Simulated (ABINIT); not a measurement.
CdSe (Cadmoselite):

```xyz
4
Lattice="4.3000 0.0000 0.0000 -2.1500 3.7239 0.0000 0.0000 0.0000 7.0200" Properties=species:S:1:pos:R:3 pbc="T T T"
Cd    2.1500    1.2413    3.5100
Cd    0.0000    2.4826    0.0000
Se    2.1500    1.2413    6.2127
Se    0.0000    2.4826    2.7027
```

Base run:

| Property | Result |
| --- | --- |
| Program | ABINIT 10.8.3 (patched build) |
| Functional | PBE |
| Potentials or basis | PseudoDojo NC SR PBE v0.4.1 standard |
| Cutoff | 1388 eV |
| k mesh | 5 × 5 × 3 |
| Occupations | fermi-dirac, width 0.05 eV |
| Spin | no spin polarisation |

Its results: band gap on the k mesh 0.70 eV, direct; largest force 0.288 eV/Å.

Task: The run is repeated on the same cell with these changes: functional from PBE to PBEsol; potentials or basis from PseudoDojo NC SR PBE v0.4.1 standard to PseudoDojo NC SR PBEsol v0.4.1 standard; cutoff from 1388 eV to 1279 eV. What comes out?

Result: Band gap on the k mesh 0.57 eV, direct; largest force 0.270 eV/Å.

